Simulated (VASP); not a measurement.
# GW on AlAs, part 2 of 3

How does the gap of AlAs change from the starting functional to GW? The cell is of the zinc-blende type, one of the forms listed for this formula. The start is a cell from a database of measured crystal structures.

VASP 6.6.1, plane waves and PAW; the level of theory is named at each step.

So far, gap on the k-mesh (eV): step 3 (empty bands, SOC yes, program vasp ncl) 1.31.

## Step 4: G0W0, SOC yes, bands in the sums 272

This step: G0W0 on PBE, spin-orbit coupling; plane waves and PAW (Al_GW, As_GW) (VASP 6.6.1).

One pass of GW corrects the levels to first order, with G and W from the starting orbitals.

The input, INCAR:

```
SYSTEM = AlAs
PREC = Accurate
ENCUT = 300
ISMEAR = 0
SIGMA = 0.01
LREAL = .FALSE.
GGA = PE
LNONCOLLINEAR = .TRUE.
MAGMOM = 0 0 0 0 0 0
NBANDS = 272
GGA_COMPAT = .FALSE.
LASPH = .TRUE.
LSORBIT = .TRUE.
ALGO = EVGW0
NELMGW = 1
ENCUTGW = 120
NOMEGA = 48
PRECFOCK = Fast
NBANDSGW = 24
LWAVE = .FALSE.
LCHARG = .FALSE.
```

The input, POSCAR:

```
AlAs
1.0
    0.0000000000      2.8304000000      2.8304000000
    2.8304000000      0.0000000000      2.8304000000
    2.8304000000      2.8304000000      0.0000000000
Al As
1 1
Direct
    0.0000000000      0.0000000000      0.0000000000
    0.2500000000      0.2500000000      0.2500000000
```

The input, KPOINTS:

```
Automatic mesh
0
Gamma
4 4 4
0 0 0
```

Potentials, in the order of the species: Al_GW and As_GW (PBE family, release 64).

Started as:

```console
$ mpirun -np 8 vasp_ncl
```

What it wrote:

```text
[banner, memory and clock lines left out]
running    8 mpi-ranks, on    1 nodes
 distrk:  each k-point on    8 cores,    1 groups
 distr:  one band on    1 cores,    8 groups

 POSCAR found type information on POSCAR AlAs
 POSCAR found :  2 types and       2 ions
 [... a notice as in an earlier step ...]

|                                                                             |
|           W    W    AA    RRRRR   N    N  II  N    N   GGGG   !!!           |
|           W    W   A  A   R    R  NN   N  II  NN   N  G    G  !!!           |
|           W    W  A    A  R    R  N N  N  II  N N  N  G       !!!           |
|           W WW W  AAAAAA  RRRRR   N  N N  II  N  N N  G  GGG   !            |
|           WW  WW  A    A  R   R   N   NN  II  N   NN  G    G                |
|           W    W  A    A  R    R  N    N  II  N    N   GGGG   !!!           |
|                                                                             |
|     The default for ENCUTGWSOFT is different in this version of VASP.       |
|     please manually set ENCUTGWSOFT =120 in the INCAR file.                 |
|                                                                             |

 LDA part: xc-table for (Slater+PW92), standard interpolation
 found WAVECAR, reading the header
 POSCAR, INCAR and KPOINTS ok, starting setup
 FFT: planning ... GRIDC
 FFT: planning ... GRID_SOFT
 FFT: planning ... GRID
 reading WAVECAR
 the WAVECAR file was read successfully
 initial charge from wavefunction
 available memory per node:     27.94 GB, setting MAXMEM to     28609

 The Fermi energy was updated, please check that it is located mid-gap
 values below the HOMO (VB) or above the LUMO (CB) will cause erroneous energies
 E-fermi :   4.2183

 calculate exact exchange contribution
 the WAVEDER file was read successfully
energies w=
    0.000    0.000    0.556    0.000    1.109    0.000    1.658    0.000
    2.201    0.000    2.736    0.000    3.262    0.000    3.778    0.000
    4.285    0.000    4.783    0.000    5.272    0.000    5.752    0.000
    6.226    0.000    6.695    0.000    7.159    0.000    7.620    0.000
    8.081    0.000    8.543    0.000    9.008    0.000    9.479    0.000
    9.957    0.000   10.445    0.000   10.946    0.000   11.465    0.000
   12.003    0.000   12.565    0.000   13.157    0.000   13.783    0.000
   14.451    0.000   15.169    0.000   15.946    0.000   16.794    0.000
   17.728    0.000   18.768    0.000   19.936    0.000   21.265    0.000
   22.794    0.000   24.581    0.000   26.702    0.000   29.267    0.000
   32.436    0.000   36.458    0.000   41.730    0.000   48.941    0.000
   59.383    0.000   75.816    0.000  105.358    0.000  173.730    0.000
 responsefunction array rank=     144
 LDA part: xc-table for (Slater+PW92), standard interpolation

 min. memory requirement per mpi rank    128.5 MB, per node   1028.1 MB

 allocating   6 responsefunctions rank=   144
 shmem allocating  48 responsefunctions rank=   144
 response function shared by NCSHMEM nodes    1
 Doing            6  frequencies on each core in blocks of           48
NQ=   1    0.0000    0.0000    0.0000,
|.........|.........|.........|.........|.........|.........|.........|.........
 performed        400000 updates of chi_q(r,r)
 total number of BLAS operations         60.20 Gflops
NQ=   2    0.2500    0.0000    0.0000,
|.........|.........|.........|.........|.........|.........|.........|.........
 performed       1140000 updates of chi_q(r,r)
 total number of BLAS operations        172.99 Gflops
NQ=   3   -0.2500    0.0000    0.0000,
|.........|.........|.........|.........|.........|.........|.........|.........
 performed       1880000 updates of chi_q(r,r)
 total number of BLAS operations        285.78 Gflops
NQ=   4    0.5000    0.0000    0.0000,
|.........|.........|.........|.........|.........|.........|.........|.........
 performed       2620000 updates of chi_q(r,r)
 total number of BLAS operations        398.58 Gflops
NQ=   5    0.2500    0.2500    0.0000,
|.........|.........|.........|.........|.........|.........|.........|.........
 performed       3464000 updates of chi_q(r,r)
 total number of BLAS operations        518.13 Gflops
NQ=   6    0.5000    0.2500    0.0000,
|.........|.........|.........|.........|.........|.........|.........|.........
 performed       4491000 updates of chi_q(r,r)
 total number of BLAS operations        661.36 Gflops
NQ=   7    0.5000   -0.2500    0.0000,
|.........|.........|.........|.........|.........|.........|.........|.........
 performed       5518000 updates of chi_q(r,r)
 total number of BLAS operations        804.60 Gflops
NQ=   8   -0.2500    0.2500    0.0000,
|.........|.........|.........|.........|.........|.........|.........|.........
 performed       6545000 updates of chi_q(r,r)
 total number of BLAS operations        961.16 Gflops
NQ=   9    0.5000    0.5000    0.0000,
|.........|.........|.........|.........|.........|.........|.........|.........
 performed       7180000 updates of chi_q(r,r)
 total number of BLAS operations       1041.92 Gflops
NQ=  10   -0.2500    0.5000    0.2500,
|.........|.........|.........|.........|.........|.........|.........|.........
 performed       7972000 updates of chi_q(r,r)
 total number of BLAS operations       1173.40 Gflops
 resolving degeneracies of screened two electron integrals

 calculate QP shifts <psi_nk| G(iteration)W_0 |psi_nk>: iteration 1
 entering main loop
```

Run time: 38 s. Hardware: 8 MPI ranks of AMD EPYC 9R45, shared host; peak memory 1.4 GiB.

From OUTCAR (step 4):

```text
The static configuration has the point symmetry T_d .

 Found     10 irreducible k-points:

   k-points           NKPTS =     10   k-points in BZ     NKDIM =     64   number of bands    NBANDS=    272

   NELECT =       8.0000    total number of electrons

 E-fermi :   4.2183

 QP shifts <psi_nk| G(iteration)W_0 |psi_nk>: iteration 1
 for sc-GW calculations column KS-energies equals QP-energies in previous step
 and V_xc(KS)=  KS-energies - (<T + V_ion + V_H > + <T+V_H+V_ion>^1  + <V_x>^1)
 k-point   1 :       0.0000    0.0000    0.0000
  band No.  KS-energies  QP-energies   sigma(KS)   V_xc(KS)     V^pw_x(r,r')   Z            occupation Imag(sigma)
    ...
      5       3.5615       2.9799     -12.0118     -11.2582     -13.2376       0.7718       1.0000       0.0719
      6       3.5615       2.9799     -12.0118     -11.2582     -13.2376       0.7718       1.0000       0.0719
      7       3.5615       2.9799     -12.0118     -11.2582     -13.2376       0.7718       1.0000       0.0719
      8       3.5615       2.9799     -12.0118     -11.2582     -13.2376       0.7718       1.0000       0.0719
      9       5.5072       5.9322      -9.3843      -9.9367      -5.5081       0.7695       0.0000      -0.0670
     10       5.5072       5.9322      -9.3843      -9.9367      -5.5081       0.7695       0.0000      -0.0670
     11       7.7026       7.8771      -8.9197      -9.1518      -4.5756       0.7520       0.0000      -0.0892
     12       7.7026       7.8771      -8.9197      -9.1518      -4.5756       0.7520       0.0000      -0.0892
    ...

 k-point   2 :       0.2500    0.0000    0.0000
  band No.  KS-energies  QP-energies   sigma(KS)   V_xc(KS)     V^pw_x(r,r')   Z            occupation Imag(sigma)
    ...
      5       2.8943       2.2941     -11.8822     -11.0972     -13.2845       0.7646       1.0000       0.0785
      6       2.8943       2.2941     -11.8822     -11.0972     -13.2845       0.7646       1.0000       0.0785
      7       3.0698       2.4638     -11.8341     -11.0453     -13.1566       0.7683       1.0000       0.0751
      8       3.0698       2.4638     -11.8341     -11.0453     -13.1566       0.7683       1.0000       0.0751
      9       6.0601       6.3239      -9.0073      -9.3510      -5.0378       0.7678       0.0000      -0.0717
     10       6.0601       6.3239      -9.0073      -9.3510      -5.0378       0.7678       0.0000      -0.0717
     11       8.3343       8.5043      -8.9170      -9.1441      -4.3994       0.7486       0.0000      -0.1037
     12       8.3343       8.5043      -8.9170      -9.1441      -4.3994       0.7486       0.0000      -0.1037
    ...

 k-point   3 :      -0.2500    0.0000    0.0000
  band No.  KS-energies  QP-energies   sigma(KS)   V_xc(KS)     V^pw_x(r,r')   Z            occupation Imag(sigma)
    ...
      5       2.8943       2.2939     -11.8822     -11.0972     -13.2845       0.7649       1.0000       0.0785
      6       2.8943       2.2939     -11.8822     -11.0972     -13.2845       0.7649       1.0000       0.0785
      7       3.0698       2.4640     -11.8341     -11.0453     -13.1566       0.7680       1.0000       0.0751
      8       3.0698       2.4640     -11.8341     -11.0453     -13.1566       0.7680       1.0000       0.0751
      9       6.0601       6.3240      -9.0073      -9.3510      -5.0378       0.7679       0.0000      -0.0717
     10       6.0601       6.3240      -9.0073      -9.3510      -5.0378       0.7679       0.0000      -0.0717
     11       8.3343       8.5042      -8.9170      -9.1441      -4.3994       0.7484       0.0000      -0.1037
     12       8.3343       8.5042      -8.9170      -9.1441      -4.3994       0.7484       0.0000      -0.1037
    ...

[... 8 parts as in an earlier step ...]

[... 5 further parts left out ...]
```

Numbers from this step:

```
quasiparticle gap on the mesh                 : 1.882 eV
smallest direct quasiparticle gap on the mesh : 2.952 eV
gap of the starting orbitals on the mesh      : 1.313 eV
```

GW takes the gap from 1.313 to 1.882 eV. The value holds for 272 bands, ENCUTGW = 120 eV and this mesh, and isn't shown to be converged in them.

## Step 5: Another starting point

This step: PBE; plane waves and PAW (Al_GW, As_GW) (VASP 6.6.1).

To see what spin-orbit coupling does, the chain is made again without it, in the collinear program, without LASPH and GGA_COMPAT = .FALSE. where the first chain set them, and with about half as many bands, since a spinor band holds one electron. A small SIGMA keeps every occupation at zero or full.

The input, INCAR:

```
SYSTEM = AlAs
PREC = Accurate
ENCUT = 300
EDIFF = 1E-08
NELM = 100
ISMEAR = 0
SIGMA = 0.01
LREAL = .FALSE.
ALGO = Normal
GGA = PE
NBANDS = 10
LORBIT = 11
LWAVE = .TRUE.
LCHARG = .FALSE.
KPAR = 8
```

POSCAR is that of step 4.

KPOINTS is that of step 4.

Started as:

```console
$ mpirun -np 8 vasp_std
```

What it wrote:

```text
[banner, memory and clock lines left out]
running    8 mpi-ranks, on    1 nodes
 distrk:  each k-point on    1 cores,    8 groups
 distr:  one band on    1 cores,    1 groups

 POSCAR found type information on POSCAR AlAs
 POSCAR found :  2 types and       2 ions
 [... a notice as in an earlier step ...]

 LDA part: xc-table for (Slater+PW92), standard interpolation
 POSCAR, INCAR and KPOINTS ok, starting setup
 FFT: planning ... GRIDC
 FFT: planning ... GRID_SOFT
 FFT: planning ... GRID
 WAVECAR not read
 entering main loop
       N       E                     dE             d eps       ncg     rms          rms(c)
DAV:   1     0.853340039834E+01    0.85334E+01   -0.26747E+03   160   0.480E+02
DAV:   2    -0.892183420250E+01   -0.17455E+02   -0.17088E+02   238   0.757E+01
DAV:   3    -0.950440853306E+01   -0.58257E+00   -0.58232E+00   210   0.145E+01
DAV:   4    -0.951339976998E+01   -0.89912E-02   -0.89904E-02   196   0.184E+00
DAV:   5    -0.951370195475E+01   -0.30218E-03   -0.30217E-03   208   0.274E-01    0.283E+00
DAV:   6    -0.930242521376E+01    0.21128E+00   -0.37330E-01   168   0.244E+00    0.155E+00
DAV:   7    -0.926497167895E+01    0.37454E-01   -0.19349E-01   196   0.190E+00    0.483E-01
DAV:   8    -0.926618598286E+01   -0.12143E-02   -0.14456E-02   172   0.621E-01    0.609E-02
DAV:   9    -0.926642621198E+01   -0.24023E-03   -0.59194E-04   198   0.141E-01    0.278E-02
DAV:  10    -0.926651514241E+01   -0.88930E-04   -0.13998E-04   178   0.667E-02    0.529E-03
DAV:  11    -0.926651770811E+01   -0.25657E-05   -0.17824E-05   196   0.199E-02    0.456E-03
DAV:  12    -0.926651686028E+01    0.84783E-06   -0.41550E-06   182   0.872E-03    0.382E-04
DAV:  13    -0.926651690439E+01   -0.44101E-07   -0.27295E-07   200   0.288E-03    0.259E-04
DAV:  14    -0.926651688598E+01    0.18405E-07   -0.17949E-08   176   0.773E-04    0.856E-05
DAV:  15    -0.926651690247E+01   -0.16486E-07   -0.11338E-09   100   0.172E-04    0.225E-05
DAV:  16    -0.926651690983E+01   -0.73640E-08   -0.23191E-10   104   0.893E-05
   1 F= -.92665169E+01 E0= -.92665169E+01  d E =-.107585E-38
 writing wavefunctions
```

Wall time 1.2 s (8 MPI ranks); peak memory 0.84 GiB.

From OUTCAR (step 5):

```text
   k-points           NKPTS =      8   k-points in BZ     NKDIM =      8   number of bands    NBANDS=     10

   NELECT =       8.0000    total number of electrons

 E-fermi :   3.5554

 k-point     1 :       0.0000    0.0000    0.0000
  band No.  band energies     occupation
      1      -8.4033      2.00000
      2       3.4652      2.00000
      3       3.4652      2.00000
      4       3.4652      2.00000
      5       5.5066      0.00000
      6       7.7245      0.00000
      7       7.7245      0.00000
      8       7.7245      0.00000
      9      12.3173      0.00000
    ...

  Total        0.8435217      0.8435217      0.8435217      0.0000000      0.0000000      0.0000000
  in kB       29.8011766     29.8011766     29.8011766      0.0000000      0.0000000      0.0000000
  external PRESSURE =      29.8011766 kB  Pullay stress =       0.0000000 kB

 POSITION                                       TOTAL-FORCE (eV/Angst)
 -----------------------------------------------------------------------------------
      0.00000      0.00000      0.00000        -0.000000     -0.000000     -0.000000
      1.41520      1.41520      1.41520         0.000000      0.000000      0.000000
 -----------------------------------------------------------------------------------
    total drift:                               -0.000002     -0.000002     -0.000002

  FREE ENERGIE OF THE ION-ELECTRON SYSTEM (eV)
  ---------------------------------------------------
  free  energy   TOTEN  =        -9.2665169098 eV

  energy  without entropy=       -9.2665169098  energy(sigma->0) =       -9.26651691

[... 6 parts as in an earlier step ...]

[... 10 further parts left out ...]
```

Numbers from this step:

| Quantity | Value |
| --- | --- |
| free energy (TOTEN) | -9.267 eV |
| Fermi energy | 3.555 eV |
| pressure | 2.980 GPa |
| gap on the k-mesh | 1.411 eV |
| least direct gap on the k-mesh | 2.041 eV |

The run ends at a pressure of 2.98 GPa.

## Step 6: Empty bands, SOC no, program vasp std

The empty bands are made again, for the run that follows.

The input, INCAR:

```
SYSTEM = AlAs
PREC = Accurate
ENCUT = 300
ISMEAR = 0
SIGMA = 0.01
LREAL = .FALSE.
GGA = PE
NBANDS = 136
ALGO = Exact
NELM = 1
LWAVE = .TRUE.
LCHARG = .FALSE.
LOPTICS = .TRUE.
NEDOS = 1000
CSHIFT = 0.1
```

POSCAR is that of step 5.

KPOINTS is that of step 5.

Started as:

```console
$ mpirun -np 8 vasp_std
```

What it wrote:

```text
[banner, memory and clock lines left out]
running    8 mpi-ranks, on    1 nodes
[...]
[... a notice as in an earlier step ...]

 LDA part: xc-table for (Slater+PW92), standard interpolation
 found WAVECAR, reading the header
  number of bands has changed, file:    10 present:   136
  trying to continue reading WAVECAR, but it might fail
 POSCAR, INCAR and KPOINTS ok, starting setup
[...]
reading WAVECAR
 random initialization beyond band           10
 the WAVECAR file was read successfully
 initial charge from wavefunction
 entering main loop
       N       E                     dE             d eps       ncg     rms          rms(c)
DIA:   1    -0.926651690822E+01   -0.92665E+01    0.00000E+00     0   0.000E+00
   1 F= -.92665169E+01 E0= -.92665169E+01  d E =-.169946E-67
 writing wavefunctions
 optical routines
 imaginary and real dielectric function
 recalculating local potential from charge density
 direction            1
 direction            2
 direction            3
```

Run time: 1.4 s. Hardware: 8 MPI ranks; peak memory 0.71 GiB; 7.3 s of CPU time.

(Continued in part 3 of 3.)

[Lines on the potential files, build, host, timing and source positions are cut from VASP's logs without a mark.]

[Logs are printed without paths, hosts, clocks, repeated set-up lines and the standing remarks that a program may print on its own settings, such as how far it seeks lower states.]

[Hosts, paths, dates, database ids (printed as entryN), source tags and the programs' standing remarks are cut or masked in the printed files.]

[Pressures printed for these runs are not shown converged in the cutoff: they can be off by several GPa and have the wrong sign.]

[In band tables of VASP the shares of atoms and orbitals are scaled to a sum of 1 inside the atoms' spheres.]
